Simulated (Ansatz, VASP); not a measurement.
# Two plane-wave programs on WS2

```
W S
1.0
     3.10711    0.00000    0.00000
    -1.55356    2.69084    0.00000
     0.00000    0.00000   16.54376
W S
1 2
Direct
  0.33333 0.66667 0.00000
  0.66667 0.33333 0.90800
  0.66667 0.33333 0.09200
```

Alike in both runs: task single point; functional r2SCAN; k mesh 12 × 12 × 2; occupations gaussian, width 0.02 eV; no spin polarisation.

|  | VASP | Ansatz |
| --- | --- | --- |
| version | VASP 6.6.1 | Ansatz 0.2.0 |
| potentials or method | VASP PAW PBE potentials, release 64 (W_sv, S) | scalar-relativistic, plane waves, PAW |
| plane-wave cutoff (eV) | 520 | 500 |
| valence electrons in the cell | 26 | 26 |

```csv
,VASP,Ansatz,Ansatz less VASP
gap on the k mesh at the Fermi level (eV),2.10,2.09,-0.017
least direct gap on the mesh (eV),2.10,2.10,-0.003
rms of the force components (eV/Å),0.698,0.685,-0.0122
```

Atom by atom the forces differ by 0.012 eV/Å (rms over components).

Caveats: the PAW data sets were made with another functional, which shifts forces and pressure a little (VASP); spin-orbit coupling is left out, which moves the levels of the heavy elements.
